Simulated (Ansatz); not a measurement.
Ge:

```
CELL_PARAMETERS angstrom
0.00000 2.88574 5.11566
2.63050 0.00000 5.11566
2.63050 2.88574 0.00000
ATOMIC_POSITIONS crystal
Ge 0.72649 0.27351 0.72649
Ge 0.27351 0.72649 0.27351
Ge 0.21813 0.21813 0.78187
Ge 0.78187 0.78187 0.21813
```

This isn't the form of Ge at room conditions, which is diamond.

| Property | Result |
| --- | --- |
| Program | Ansatz 0.2.0 |
| Task | relaxation of cell and atoms |
| Functional | BLYP |
| Potentials or basis | Ansatz PAW |
| Cutoff | 420 eV (not typed: the program's choice for these potentials) |
| k mesh | 5 × 5 × 5 |
| Occupations | fermi-dirac, width 0.05 eV |
| Spin | no spin polarisation |

At the start: volume 19.42 Å³/atom.

Question: How do energy, volume and symmetry change on relaxing?

Answer: It ends after 9 steps and the volume is 21.83 Å³/atom (+12.4 %); space group Fmmm (No. 69, to 0.05 Å).

Step by step:
| step | energy change (eV) | largest force (eV/Å) | volume (Å³) |
| --- | --- | --- | --- |
| 1 | 0.0000 | 0.1183 | 77.67 |
| 2 | -0.1660 | 0.1628 | 86.84 |
| 3 | -0.1803 | 0.0831 | 87.42 |
| 4 | -0.1834 | 0.0254 | 87.30 |
| 5 | -0.1851 | 0.0046 | 87.22 |
| 6 | -0.1851 | 0.0034 | 87.22 |
| 7 | -0.1882 | 0.0033 | 87.22 |
| 8 | -0.1882 | 0.0022 | 87.31 |
| 9 | -0.1882 | 0.0022 | 87.31 |

Final structure:
```xyz
4
Lattice="0.0000 2.9973 5.4480 2.6734 0.0000 5.4480 2.6734 2.9973 0.0000" Properties=species:S:1:pos:R:3 pbc="T T T"
Ge    2.6734    4.3218    5.4480
Ge    2.6734    1.6728    5.4480
Ge    2.6734    2.9973    2.2008
Ge    2.6734    2.9973    8.6952
```

Caveat: the plane-wave basis is chosen anew once the cell has moved, so the energies of steps on either side of that aren't comparable; the PAW data sets come from PBE, with cores solved anew for the run's functional, which leaves a small shift of forces and pressure.
